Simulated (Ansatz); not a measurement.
Theory: DFT PBE, scalar-relativistic, plane waves, PAW (Ansatz 0.2.0).

Settings: cutoff 420 eV, Γ-centred mesh 16×16×8 on the computed 2-atom cell, Gaussian smearing of 0.10 eV; no spin polarisation.

Structure with the computed forces (eV/Å) in the last three columns:

```xyz
2
Lattice="2.7015 -0.0242 0.0000 -1.3717 2.3758 0.0000 0.0000 0.0000 4.8609" Properties=species:S:1:pos:R:3:forces:R:3 pbc="T T T" pressure_GPa=-5.28
Si   -0.1013    1.5254    1.2152   -0.1670   -0.0960    0.0000
Si    1.4311    0.8262    3.6457    0.1670    0.0960    0.0000
```

Stress tensor (GPa, compression positive):

```
-4.06  0.24  0.00
 0.24 -4.35  0.00
 0.00  0.00 -7.44
```

This form isn't the element's structure at ambient conditions.